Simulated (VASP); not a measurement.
# Nb (Im-3m) in VASP: settings compared, part 2 of 2

VASP 6.6.1. Earlier steps stand in the parts before.

### Step 4. Elastic constants, PBE

Input file POSCAR:

```
Nb
1.0
   -1.6639500000      1.6639500000      1.6639500000
    1.6639500000     -1.6639500000      1.6639500000
    1.6639500000      1.6639500000     -1.6639500000
Nb
1
Direct
    0.0000000000      0.0000000000      0.0000000000
```

Input file INCAR.step1:

```
ALGO     = Normal         # electronic algorithm
EDIFF    = 1E-8           # SCF threshold, eV
EDIFFG   = -0.002         # ionic threshold
ENCUT    = 600            # plane-wave cutoff, eV
GGA      = PE             # functional
IBRION   = 2              # ionic algorithm
ISIF     = 3              # what is computed and relaxed
ISMEAR   = -1             # smearing method
LASPH    = True           # aspherical terms in the spheres
LCHARG   = False          # write CHGCAR
LREAL    = False          # projectors in reciprocal space
LWAVE    = False          # write WAVECAR
NELM     = 80             # most SCF steps
NSW      = 40             # ionic steps
PREC     = Accurate       # precision mode
SIGMA    = 0.05           # smearing width, eV
```

Input file INCAR.step2:

```
ALGO     = Normal         # electronic algorithm
EDIFF    = 1E-8           # SCF threshold, eV
ENCUT    = 600            # plane-wave cutoff, eV
GGA      = PE             # functional
IBRION   = 6              # ionic algorithm
ISIF     = 3              # what is computed and relaxed
ISMEAR   = -1             # smearing method
LASPH    = True           # aspherical terms in the spheres
LCHARG   = False          # write CHGCAR
LREAL    = False          # projectors in reciprocal space
LWAVE    = False          # write WAVECAR
NELM     = 80             # most SCF steps
NFREE    = 2            
NSW      = 1              # ionic steps
POTIM    = 0.015          # step
PREC     = Accurate       # precision mode
SIGMA    = 0.05           # smearing width, eV
```

Input file KPOINTS:

```
k-points
0
Gamma
  8 8 8
```

Potentials or basis: VASP PAW PBE potentials, release 64 (Nb_sv).

Run with:

```sh
cat potpaw_PBE.64/Nb_sv/POTCAR > POTCAR
cp INCAR.step1 INCAR
mpirun -np 1 vasp_std > vasp.out
cp CONTCAR POSCAR
cp INCAR.step2 INCAR
mpirun -np 1 vasp_std > vasp.out
```

OUTCAR:

```text
EDIFF = 1E-8
   ENCUT = 600
   GGA = PE
   IBRION = 6
   ISIF = 3
   ISMEAR = -1
   LASPH = True
   LREAL = False
   NELM = 80
   NFREE = 2
   NSW = 1
   POTIM = 0.015
   PREC = Accurate

 ion  position               nearest neighbor table
   1  0.000  0.000  0.000-

  LATTYP: Found a body centered cubic cell.
 ALAT       =     3.3110972289

  Lattice vectors:

 A1 = (  -1.6555486144,   1.6555486144,   1.6555486144)
 A2 = (   1.6555486144,  -1.6555486144,   1.6555486144)
 A3 = (   1.6555486144,   1.6555486144,  -1.6555486144)

Analysis of symmetry for initial positions (statically):
=====================================================================
 Subroutine PRICEL returns:
 Original cell was already a primitive cell.

 Routine SETGRP: Setting up the symmetry group for a
 body centered cubic supercell.

 Subroutine GETGRP returns: Found 48 space group operations
 (whereof 48 operations were pure point group operations)
 out of a pool of 48 trial point group operations.

The static configuration has the point symmetry O_h .

Analysis of symmetry for dynamics (positions and initial velocities):
=====================================================================
 Subroutine PRICEL returns:
 Original cell was already a primitive cell.

 Routine SETGRP: Setting up the symmetry group for a
 body centered cubic supercell.

 Subroutine GETGRP returns: Found 48 space group operations
 (whereof 48 operations were pure point group operations)
 out of a pool of 48 trial point group operations.

The dynamic configuration has the point symmetry O_h .

 Subroutine INISYM returns: Found 48 space group operations
 (whereof 48 operations are pure point group operations),
 and found     1 'primitive' translations

----------------------------------------------------------------------------------------

                                     Primitive cell

  volume of cell :      18.1504

  direct lattice vectors                    reciprocal lattice vectors
    -1.655548614  1.655548614  1.655548614     0.000000000  0.302014689  0.302014689
     1.655548614 -1.655548614  1.655548614     0.302014689  0.000000000  0.302014689
     1.655548614  1.655548614 -1.655548614     0.302014689  0.302014689  0.000000000

  length of vectors
     2.867494315  2.867494315  2.867494315     0.427113269  0.427113269  0.427113269

  position of ions in fractional coordinates (direct lattice)
     0.000000000  0.000000000  0.000000000

  ion indices of the primitive-cell ions
   primitive index   ion index
                 1           1

[... 222 lines left out ...]

[... ionic steps 4 to 12 ...]

--------------------------------------- Ionic step       13  -------------------------------------------

 number of electron      13.0000000 magnetization

------------------------ aborting loop because EDIFF is reached ----------------------------------------
[... 65 lines left out ...]
--------------------------------------- Ionic step       15  -------------------------------------------

 number of electron      13.0000000 magnetization

 Free energy of the ion-electron system (eV)
  ---------------------------------------------------
  ext. energy  EPLUGINS =         0.00000000
  ---------------------------------------------------
  free energy    TOTEN  =       -10.24804605 eV

  energy without entropy =      -10.23679460  energy(sigma->0) =      -10.24242033

 E-fermi :  10.9425     XC(G=0): -12.4645

 val. band max:       10.8668965003   @ k =   0.3750   0.2500   0.0000
 cond. band min:      10.9601994300   @ k =   0.2500   0.0000   0.0000
 fundamental gap:      0.0933029297
 Fermi energy:        10.9425234785

 k-point     1 :       0.0000    0.0000    0.0000
  band No.  band energies     occupation
      1     -43.3351      2.00000
      2     -18.6466      2.00000
      3     -18.6466      2.00000
      4     -18.6466      2.00000
      5       5.1368      2.00000
      6      11.4249      0.00013
      7      11.4249      0.00013
      8      11.4249      0.00013
      9      14.3094      0.00000
     10      14.3095      0.00000
[... 287 lines left out ...]
 k-point    24 :      -0.3750    0.3750    0.2500
  band No.  band energies     occupation
      1     -43.0451      2.00000
      2     -19.6279      2.00000
      3     -19.2496      2.00000
      4     -19.1319      2.00000
      5       8.7090      2.00000
      6       9.2191      2.00000
      7      12.0155      0.00000
      8      12.7618      0.00000
      9      15.4861      0.00000
     10      16.8273      0.00000

 [... further k-points ...]

------------------------ aborting loop because EDIFF is reached ----------------------------------------

  FORCE on cell =-STRESS in cart. coord.  units (eV):
  Direction    XX          YY          ZZ          XY          YZ          ZX
  --------------------------------------------------------------------------------------
  -------------------------------------------------------------------------------------
  Total       -0.0019042     -0.0019042     -0.0019042      0.0000000     -0.0000000      0.0000000
  in kB       -0.1680901     -0.1680901     -0.1680901      0.0000000     -0.0000000      0.0000000
  external PRESSURE =      -0.1680901 kB  Pullay stress =       0.0000000 kB
[... 16 lines left out ...]
  FREE ENERGIE OF THE ION-ELECTRON SYSTEM (eV)
  ---------------------------------------------------
  free  energy   TOTEN  =       -10.2480460465 eV

  energy  without entropy=      -10.2367946046  energy(sigma->0) =      -10.24242033

 INTERNAL STRAIN TENSORS FROM STRAINED CELLS
 ============================================

 INTERNAL STRAIN TENSOR FOR ION    1 for displacements in x,y,z  (eV/Angst):
          X           Y           Z          XY          YZ          ZX
  --------------------------------------------------------------------------------
  x     0.00000    -0.00000    -0.00000     0.00000     0.00000    -0.00000
  y     0.00000    -0.00000    -0.00000    -0.00000     0.00000    -0.00000
  z    -0.00000    -0.00000     0.00000     0.00000     0.00000    -0.00000

 INTERNAL STRAIN TENSORS FROM DISPLACED ATOMS
 ============================================

 INTERNAL STRAIN TENSOR FOR ION    1 for displacements in x,y,z  (eV/Angst):
          X           Y           Z          XY          YZ          ZX
  --------------------------------------------------------------------------------
  x     0.00000     0.00000     0.00000     0.00000     0.00000     0.00000
  y     0.00000     0.00000     0.00000     0.00000     0.00000     0.00000
  z     0.00000     0.00000     0.00000     0.00000     0.00000     0.00000

 Eigenvectors and eigenvalues of the dynamical matrix
 ----------------------------------------------------

   1 f/i=    0.000000 THz     0.000000 2PiTHz    0.000000 cm-1     0.000000 meV
             X         Y         Z           dx          dy          dz
      0.000000  0.000000  0.000000     0.884918    0.465746    0.000000

   2 f/i=    0.000000 THz     0.000000 2PiTHz    0.000000 cm-1     0.000000 meV
             X         Y         Z           dx          dy          dz
      0.000000  0.000000  0.000000     0.465746   -0.884918    0.000000

   3 f/i=    0.000000 THz     0.000000 2PiTHz    0.000000 cm-1     0.000000 meV
             X         Y         Z           dx          dy          dz
      0.000000  0.000000  0.000000     0.000000    0.000000    1.000000

--------------------------------------------------------------------------------------------------------

 ELASTIC MODULI CONTR FROM IONIC RELAXATION (kBar)
 Direction    XX          YY          ZZ          XY          YZ          ZX
 --------------------------------------------------------------------------------
 XX           0.0000      0.0000      0.0000      0.0000      0.0000      0.0000
 YY           0.0000      0.0000      0.0000      0.0000      0.0000      0.0000
 ZZ           0.0000      0.0000      0.0000      0.0000      0.0000      0.0000
 XY           0.0000      0.0000      0.0000      0.0000      0.0000      0.0000
 YZ           0.0000      0.0000      0.0000      0.0000      0.0000      0.0000
 ZX           0.0000      0.0000      0.0000      0.0000      0.0000      0.0000
 --------------------------------------------------------------------------------

 TOTAL ELASTIC MODULI (kBar)
 Direction    XX          YY          ZZ          XY          YZ          ZX
 --------------------------------------------------------------------------------
 XX        2712.4787   1296.0008   1296.0008      0.0000      0.0000     -0.0000
 YY        1296.0008   2712.4787   1296.0008     -0.0000      0.0000      0.0000
 ZZ        1296.0008   1296.0008   2712.4787      0.0000      0.0000     -0.0000
 XY           0.0000     -0.0000      0.0000    436.4507      0.0000      0.0000
 YZ           0.0000      0.0000      0.0000      0.0000    436.4507      0.0000
 ZX          -0.0000      0.0000     -0.0000      0.0000      0.0000    436.4507
 --------------------------------------------------------------------------------
```

It took 1.7 min on 1 thread of Intel Xeon 6975P-C (Granite Rapids), shared host; peak memory 0.19 GiB.

What came out:

| Item | Value |
| --- | --- |
| Relaxed volume | 18.15 Å³/atom |
| Relaxed cell | a = 2.867 Å, b = 2.867 Å, c = 2.867 Å, α = 109.47°, β = 109.47°, γ = 109.47° |
| Space group after relaxing (to 0.05 Å) | Im-3m (No. 229) |
| Elastic constants C11, C12, C44 | 271, 130, 44 GPa |
| Voigt bulk modulus | 177 GPa |

The path:
| step | energy change (eV) | largest force (eV/Å) | pressure (GPa) | volume (Å³) |
| --- | --- | --- | --- | --- |
| 1 | 0.0000 | 0.0000 | -2.62 | 18.43 |
| 2 | 0.0060 | 0.0000 | 5.35 | 17.64 |
| 3 | -0.0023 | 0.0000 | -0.02 | 18.15 |

Final structure:
```cif
data_structure
_symmetry_space_group_name_H-M 'P 1'
_symmetry_Int_Tables_number 1
_cell_length_a 2.8675
_cell_length_b 2.8675
_cell_length_c 2.8675
_cell_angle_alpha 109.471
_cell_angle_beta 109.471
_cell_angle_gamma 109.471
_cell_volume 18.15
loop_
_atom_site_label
_atom_site_type_symbol
_atom_site_fract_x
_atom_site_fract_y
_atom_site_fract_z
_atom_site_occupancy
Nb1 Nb 0.00000 0.00000 0.00000 1
```

Elastic tensor in Voigt notation (GPa, in the Cartesian axes of the cell as first typed):
```
271 130 130   0   0   0
130 271 130   0   0   0
130 130 271   0   0   0
  0   0   0  44   0   0
  0   0   0   0  44   0
  0   0   0   0   0  44
```

Clamped-ion elastic tensor (GPa):
```
271 130 130   0   0   0
130 271 130   0   0   0
130 130 271   0   0   0
  0   0   0  44   0   0
  0   0   0   0  44   0
  0   0   0   0   0  44
```

### Step 5. For comparison

An earlier run on the cell as given: functional PBE; potentials or basis VASP PAW PBE potentials, release 64 (Nb_sv); cutoff 520 eV; k mesh 11 × 11 × 11; occupations fermi-dirac, width 0.05 eV; no spin polarisation.

* Pressure: -2.3 GPa
* Band gap on the k mesh: none (metal or under the smearing width)
